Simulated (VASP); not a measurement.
# GaSb (F-43m) in VASP: notebook

GaSb is run at these levels: PBE; tasks: single point.

Everything below comes from runs of VASP 6.6.1. Logs are shortened: lines on timing, memory, paths and dates and some standing lists are left out, and cuts for length are marked.

**Measured values to compare with.**

From a printed reference work, data compilation, for a bulk crystal of GaSb at 4.2 K: band gap 0.811 eV (direct).

The results are compared with them further down.

## Step 1: The cell of the first run

Symmetry: F-43m, No. 216, cubic system. The conventional cell has a = 6.179 Å, b = 6.179 Å, c = 6.179 Å, α = 90.00°, β = 90.00°, γ = 90.00°. Within 3.5 Å of Ga (site symmetry -43m) lie 4 Sb at 2.68 Å. Within 3.5 Å of Sb (site symmetry -43m) lie 4 Ga at 2.68 Å.

## Step 2: Single point, PBE

INCAR reads:

```
SYSTEM = GaSb
PREC = Accurate ; ENCUT = 500
EDIFF = 1E-6 ; ISMEAR = 1
SIGMA = 0.01 ; LREAL = .FALSE.
LASPH = .TRUE. ; NELM = 120
ALGO = Normal ; ISIF = 2
LWAVE = .FALSE. ; LCHARG = .TRUE.
GGA = PE ; LELF = .TRUE.
LVHAR = .TRUE. ; NBANDS = 16
GGA_COMPAT = .FALSE.
```

KPOINTS reads:

```
Automatic mesh
0
G
  6 6 6
  0 0 0
```

POSCAR reads:

```
GaSb
1.0
    0.0000000000      3.0892890986      3.0892890986
    3.0892890986      0.0000000000      3.0892890986
    3.0892890986      3.0892890986      0.0000000000
Ga Sb
1 1
Direct
    0.0000000000      0.0000000000      0.0000000000
    0.2500000000      0.2500000000      0.2500000000
```

Potentials or basis: VASP PAW PBE potentials, release 64 (Ga_d, Sb).

The run is started by

```bash
> cat potpaw_PBE.64/Ga_d/POTCAR potpaw_PBE.64/Sb/POTCAR > POTCAR
> mpirun -np 1 vasp_std > vasp.out
```

OUTCAR:

```text
SYSTEM = GaSb
   PREC = Accurate
   ENCUT = 500
   EDIFF = 1E-6
   ISMEAR = 1
   LREAL = .FALSE.
   LASPH = .TRUE.
   NELM = 120
   ISIF = 2
   GGA = PE

 ion  position               nearest neighbor table
   1  0.000  0.000  0.000-   2 2.68   2 2.68   2 2.68   2 2.68
   2  0.250  0.250  0.250-   1 2.68   1 2.68   1 2.68   1 2.68

  LATTYP: Found a face centered cubic cell.
 ALAT       =     6.1785781972

  Lattice vectors:

 A1 = (   0.0000000000,   3.0892890986,   3.0892890986)
 A2 = (   3.0892890986,   0.0000000000,   3.0892890986)
 A3 = (   3.0892890986,   3.0892890986,   0.0000000000)

Analysis of symmetry for initial positions (statically):
=====================================================================
 Subroutine PRICEL returns:
 Original cell was already a primitive cell.

 Routine SETGRP: Setting up the symmetry group for a
 face centered cubic supercell.

 Subroutine GETGRP returns: Found 24 space group operations
 (whereof 24 operations were pure point group operations)
 out of a pool of 48 trial point group operations.

The static configuration has the point symmetry T_d .

Analysis of symmetry for dynamics (positions and initial velocities):
=====================================================================
 Subroutine PRICEL returns:
 Original cell was already a primitive cell.

 Routine SETGRP: Setting up the symmetry group for a
 face centered cubic supercell.

 Subroutine GETGRP returns: Found 24 space group operations
 (whereof 24 operations were pure point group operations)
 out of a pool of 48 trial point group operations.

The dynamic configuration has the point symmetry T_d .

 Subroutine INISYM returns: Found 24 space group operations
 (whereof 24 operations are pure point group operations),
 and found     1 'primitive' translations

----------------------------------------------------------------------------------------

                                     Primitive cell

  volume of cell :      58.9665

  direct lattice vectors                    reciprocal lattice vectors
     0.000000000  3.089289099  3.089289099    -0.161849534  0.161849534  0.161849534
     3.089289099  0.000000000  3.089289099     0.161849534 -0.161849534  0.161849534
     3.089289099  3.089289099  0.000000000     0.161849534  0.161849534 -0.161849534

  length of vectors
     4.368914541  4.368914541  4.368914541     0.280331616  0.280331616  0.280331616

  position of ions in fractional coordinates (direct lattice)
     0.000000000  0.000000000  0.000000000
     0.250000000  0.250000000  0.250000000

  ion indices of the primitive-cell ions
   primitive index   ion index
                 1           1
                 2           2

----------------------------------------------------------------------------------------

 KPOINTS: Automatic mesh

Automatic generation of k-mesh.
 Grid dimensions read from file:
 generate k-points for:    6    6    6

 Generating k-lattice:

  Cartesian coordinates                     Fractional coordinates (reciprocal lattice)
    -0.026974922  0.026974922  0.026974922     0.166666667  0.000000000  0.000000000
     0.026974922 -0.026974922  0.026974922     0.000000000  0.166666667  0.000000000
     0.026974922  0.026974922 -0.026974922     0.000000000  0.000000000  0.166666667

  Length of vectors
     0.046721936  0.046721936  0.046721936

  Shift w.r.t. Gamma in fractional coordinates (k-lattice)
     0.000000000  0.000000000  0.000000000

 Subroutine IBZKPT returns following result:
 ===========================================

 Found     16 irreducible k-points:

 Following reciprocal coordinates:
            Coordinates               Weight
  0.000000  0.000000  0.000000      1.000000
  0.166667  0.000000  0.000000      8.000000
  0.333333  0.000000  0.000000      8.000000
  0.500000  0.000000  0.000000      4.000000
  0.166667  0.166667  0.000000      6.000000
  0.333333  0.166667  0.000000     24.000000
[... 8 lines left out ...]
 -0.333333  0.333333  0.166667     24.000000
 -0.333333  0.500000  0.166667     12.000000
   k-points           NKPTS =     16   k-points in BZ     NKDIM =     16   number of bands    NBANDS=     16
   number of dos      NEDOS =    301   number of ions     NIONS =      2
   total plane-waves  NPLWV =  32768
   dimension x,y,z NGX =    32 NGY =   32 NGZ =   32
   dimension x,y,z NGXF=    64 NGYF=   64 NGZF=   64
   ions per type =               1   1
   NGX,Y,Z   is equivalent  to a cutoff of  12.18, 12.18, 12.18 a.u.
   NGXF,Y,Z  is equivalent  to a cutoff of  24.35, 24.35, 24.35 a.u.
 SYSTEM =  GaSb
   PREC   = accura    normal or accurate (medium, high low for compatibility)
   ISTART =      0    job   : 0-new  1-cont  2-samecut
   ICHARG =      2    charge: 1-file 2-atom 10-const
   ISPIN  =      1    spin polarized calculation?
   LNONCOLLINEAR =      F non collinear calculations
   LSORBIT =      F    spin-orbit coupling
   LASPH  =      T    aspherical Exc in radial PAW
   ENCUT  =  500.0 eV  36.75 Ry    6.06 a.u.   7.97  7.97  7.97*2*pi/ulx,y,z
   NELM   =    120;   NELMIN=  2; NELMDL= -5     # of ELM steps
   EDIFF  = 0.1E-05   stopping-criterion for ELM
   LREAL  =      F    real-space projection
   EDIFFG = 0.1E-04   stopping-criterion for IOM
   NSW    =      0    number of steps for IOM
   IBRION =     -1    ionic relax: 0-MD 1-quasi-New 2-CG
   NFREE  =      0    steps in history (QN), initial steepest desc. (CG)
   ISIF   =      2    stress and relaxation
   ISYM   =      2    0-nonsym 1-usesym 2-fastsym
   POTIM  = 0.5000    time-step for ionic-motion
   TEBEG  =    0.0;   TEEND  =   0.0 temperature during run
   PSTRESS=    0.0 pullay stress
   NELECT =      18.0000    total number of electrons
   NUPDOWN=      -1.0000    fix difference up-down
   EMIN   =  10.00;   EMAX   =-10.00  energy-range for DOS
   EFERMI =   0.00;   METHOD = LEGACY
   ISMEAR =     1;   SIGMA  =   0.01  broadening in eV -4-tet -1-fermi 0-gaus
   EFERMI_NEDOS =   21; number of points for ismear=-14 and -15
   IALGO  =     38    algorithm
   IMIX   =      4    mixing-type and parameters
     AMIX     =   0.40;   BMIX     =  1.00
     AMIX_MAG =   1.60;   BMIX_MAG =  1.00
  volume/ion in A,a.u.               =      29.48       198.96
  Fermi-wavevector in a.u.,A,eV,Ry     =   1.102293  2.083032 16.531762  1.215050
  Thomas-Fermi vector in A             =   2.238734
   LORBIT       =      0    0 simple, 1 ext, 2 COOP (PROOUT), +10 PAW based schemes
   GGA     = PE    functional components
   LHFCALC =     F    Hartree Fock is set to
   AEXX    =    0.0000 exact exchange contribution
   IVDW    =     0    specifies the selected vdW correction
   LEPSILON=     F    determine dielectric tensor
   LRPA    =     F    only Hartree local field effects (RPA)
 non-spin polarized calculation
 Methfessel and Paxton  Order N= 1 SIGMA  =   0.01
  energy-cutoff  :      500.00
  volume of cell :       58.97
 maximum number of plane-waves:      1524
   NGX = 15   NGY = 15   NGZ = 15

 number of electron      18.0000005 magnetization

 Free energy of the ion-electron system (eV)
  ---------------------------------------------------
  ext. energy  EPLUGINS =         0.00000000
  ---------------------------------------------------
  free energy    TOTEN  =        -7.33927631 eV

  energy without entropy =       -7.33924174  energy(sigma->0) =       -7.33926479

 E-fermi :   4.5824     XC(G=0):  -8.9549

 val. band max:        4.5804251786   @ k =   0.0000   0.0000   0.0000
 cond. band min:       4.9221469230   @ k =   0.5000   0.0000   0.0000
 fundamental gap:      0.3417217445
 Fermi energy:         4.5824390250

 k-point     1 :       0.0000    0.0000    0.0000
  band No.  band energies     occupation
      1     -10.4033      2.00000
      2     -10.4033      2.00000
      3     -10.4033      2.00000
      4     -10.3581      2.00000
      5     -10.3581      2.00000
      6      -6.6944      2.00000
[... 8 lines left out ...]
     15      13.1125      0.00000
     16      13.1125      0.00000

 k-point     2 :       0.1667    0.0000    0.0000
  band No.  band energies     occupation
      1     -10.4094      2.00000
      2     -10.4005      2.00000
      3     -10.4005      2.00000
      4     -10.3584      2.00000
      5     -10.3584      2.00000
      6      -6.4229      2.00000
[... 8 lines left out ...]
     15      12.1624      0.00000
     16      12.1624      0.00000

 k-point     3 :       0.3333    0.0000    0.0000
  band No.  band energies     occupation
      1     -10.4216      2.00000
      2     -10.3957      2.00000
      3     -10.3957      2.00000
      4     -10.3583      2.00000
      5     -10.3583      2.00000
      6      -5.7027      2.00000
[... 8 lines left out ...]
     15      12.6381      0.00000
     16      12.6381      0.00000

 k-point     4 :       0.5000    0.0000    0.0000
  band No.  band energies     occupation
      1     -10.4275      2.00000
      2     -10.3937      2.00000
      3     -10.3936      2.00000
      4     -10.3578      2.00000
      5     -10.3578      2.00000
      6      -5.1438      2.00000
[... 8 lines left out ...]
     15      14.3700      0.00000
     16      14.3700      0.00000
[... 172 lines left out ...]
 k-point    14 :       0.5000    0.3333    0.1667
  band No.  band energies     occupation
      1     -10.4319      2.00000
      2     -10.3903      2.00000
      3     -10.3877      2.00000
      4     -10.3628      2.00000
      5     -10.3567      2.00000
      6      -5.0872      2.00000
[... 8 lines left out ...]
     15      13.5055      0.00000
     16      15.4170      0.00000

 k-point    15 :      -0.3333    0.3333    0.1667
  band No.  band energies     occupation
      1     -10.4347      2.00000
      2     -10.3897      2.00000
      3     -10.3854      2.00000
      4     -10.3621      2.00000
      5     -10.3578      2.00000
      6      -4.5903      2.00000
[... 8 lines left out ...]
     15      14.8809      0.00000
     16      15.0878      0.00000

 k-point    16 :      -0.3333    0.5000    0.1667
  band No.  band energies     occupation
      1     -10.4390      2.00000
      2     -10.3865      2.00000
      3     -10.3824      2.00000
      4     -10.3650      2.00000
      5     -10.3564      2.00000
      6      -4.3265      2.00000
[... 8 lines left out ...]
     15      14.4496      0.00000
     16      15.7868      0.00000

------------------------ aborting loop because EDIFF is reached ----------------------------------------

  FORCE on cell =-STRESS in cart. coord.  units (eV):
  Direction    XX          YY          ZZ          XY          YZ          ZX
  --------------------------------------------------------------------------------------
  -------------------------------------------------------------------------------------
  Total        0.3582718      0.3582718      0.3582718      0.0000000      0.0000000     -0.0000000
  in kB        9.7345864      9.7345864      9.7345864      0.0000000      0.0000000     -0.0000000
  external PRESSURE =       9.7345864 kB  Pullay stress =       0.0000000 kB

 VOLUME and BASIS-vectors are now :
 -----------------------------------------------------------------------------
  energy-cutoff  :      500.00
  volume of cell :       58.97
      direct lattice vectors                 reciprocal lattice vectors
     0.000000000  3.089289099  3.089289099    -0.161849534  0.161849534  0.161849534
     3.089289099  0.000000000  3.089289099     0.161849534 -0.161849534  0.161849534
     3.089289099  3.089289099  0.000000000     0.161849534  0.161849534 -0.161849534

 POSITION                                       TOTAL-FORCE (eV/Angst)
 -----------------------------------------------------------------------------------
      0.00000      0.00000      0.00000        -0.000000      0.000000      0.000000
      1.54464      1.54464      1.54464         0.000000     -0.000000     -0.000000
 -----------------------------------------------------------------------------------
    total drift:                                0.000001      0.000001      0.000000

  FREE ENERGIE OF THE ION-ELECTRON SYSTEM (eV)
  ---------------------------------------------------
  free  energy   TOTEN  =        -7.3392763143 eV

  energy  without entropy=       -7.3392417440  energy(sigma->0) =       -7.33926479
```

It took 7 s on 1 thread of Intel Xeon 6975P-C (Granite Rapids), shared host; peak memory 0.17 GiB.

Results:

| Quantity | Value |
| --- | --- |
| Free energy | -7.3393 eV |
| Pressure | 1.0 GPa |
| Band gap on the k mesh | zero (filled and empty bands touch) |

Levels at points of the mesh, in eV from the Fermi level:
```
           k point  band 6  band 7  band 8  band 9  band 10  band 11  band 12  band 13
(0.00, 0.00, 0.00)  -11.28   -0.17    0.00    0.00     0.00     2.78     2.78     2.78
(0.50, 0.00, 0.00)   -9.73   -6.23   -1.11   -1.11     0.34     3.74     3.74     6.48
(0.50, 0.50, 0.00)   -8.94   -6.68   -2.48   -2.48     0.93     1.30     8.49     8.49
```

Caveat: spin-orbit coupling is left out, which moves the levels of the heavy elements.

## Step 3: Single point, PBE

This run uses another cell than the first one, of 30.34 Å³/atom, 1.029 times its volume.

INCAR reads:

```
ALGO = Normal
EDIFF = 1E-6
ENCUT = 500
GGA = PE
GGA_COMPAT = False
ISIF = 2
ISMEAR = 1
LASPH = True
LCHARG = True
LELF = True
LREAL = False
LVHAR = True
LWAVE = False
NBANDS = 16
NELM = 120
PREC = Accurate
SIGMA = 0.01
```

KPOINTS reads:

```
k-points
0
Gamma
  6 6 6
```

POSCAR reads:

```
GaSb
1.0
    0.0000000000      3.1189956238      3.1189956238
    3.1189956238      0.0000000000      3.1189956238
    3.1189956238      3.1189956238      0.0000000000
Ga Sb
1 1
Direct
    0.0000000000      0.0000000000      0.0000000000
    0.2500000000      0.2500000000      0.2500000000
```

Potentials or basis: VASP PAW PBE potentials, release 64 (Ga_d, Sb).

The run is started by

```bash
> cat potpaw_PBE.64/Ga_d/POTCAR potpaw_PBE.64/Sb/POTCAR > POTCAR
> mpirun -np 1 vasp_std > vasp.out
```

It took 7.2 s on 1 thread of Intel Xeon 6975P-C (Granite Rapids), shared host; peak memory 0.18 GiB.

The run converged. Its results:

```
Free energy            : -7.3424 eV
Pressure               : -0.4 GPa
Band gap on the k mesh : zero (filled and empty bands touch)
```

Levels at points of the mesh, in eV from the Fermi level:
```csv
k point,band 6,band 7,band 8,band 9,band 10,band 11,band 12,band 13
"(0.00, 0.00, 0.00)",-11.09,-0.37,0.00,0.00,0.00,2.78,2.78,2.78
"(0.50, 0.00, 0.00)",-9.61,-6.10,-1.07,-1.07,0.28,3.74,3.74,6.49
"(0.50, 0.50, 0.00)",-8.86,-6.56,-2.38,-2.38,0.96,1.35,8.30,8.30
```

Caveat: spin-orbit coupling is left out, which moves the levels of the heavy elements.

## Step 4: Comparison with measurements

Step 2. Measured gap of GaSb: 0.811 eV (direct; 4.2 K; a printed reference work, data compilation). This calculation gives 0.00 eV (-0.81 eV). Spin-orbit coupling on Ga, Sb is left out. The value is that of PBE on a finite k mesh, which can miss the band edges, without temperature or zero-point motion. Semilocal functionals fall short of measured gaps as a rule.

Step 3. A measured gap of GaSb is 0.811 eV (direct; 4.2 K; a printed reference work, data compilation); the calculated 0.00 eV misses it by -0.81 eV. Spin-orbit coupling on Ga, Sb is left out. The value is that of PBE on a finite k mesh, which can miss the band edges, without temperature or zero-point motion. Semilocal functionals fall short of measured gaps as a rule.
